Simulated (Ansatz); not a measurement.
**MoS2 in Ansatz: the effect of exact exchange**

The system is MoS2.

```xyz
3
Lattice="3.2275 0.0000 0.0000 -1.6137 2.7951 0.0000 0.0000 0.0000 6.3125" Properties=species:S:1:pos:R:3 pbc="T T T"
Mo    0.0000    0.0000    3.1562
S     1.6137    0.9317    4.7008
S     0.0000    1.8634    1.6117
```

Measurements of this composition are mostly on another form, of space group No. 194.

Alike in all runs:

- Program: Ansatz 0.2.0
- Task: single point
- Functional: HSE06 form with a typed share of exact exchange
- Potentials or basis: Ansatz PAW
- Cutoff: 420 eV (not typed: the program's choice for these potentials)
- k mesh: 5 × 5 × 2
- Occupations: fermi-dirac, width 0.05 eV
- Spin: no spin polarisation

```csv
exact exchange,pressure (GPa),largest force (eV/Å)
0.25,-3.2,0.36
0.3,?,?
0.4,-5.7,0.61
0.5,-7.3,0.79
```

**Question.** What does the run with exact exchange 0.3 give?

**Answer.** Pressure -4.0 GPa; largest force 0.45 eV/Å.

Worked out: A straight line through the other rows of the pressure, of slope -16.4 GPa per unit of exact exchange, gives -4.0 GPa, against the run's -4.0. A straight line through the other rows of the largest force, of slope 1.72 eV/Å per unit of exact exchange, gives 0.44 eV/Å, against the run's 0.45.

Caveats: all runs use coarse meshes; the PAW data sets come from PBE, with cores solved anew for the run's functional, which leaves a small shift of forces and pressure; the thresholds are loose for stress.
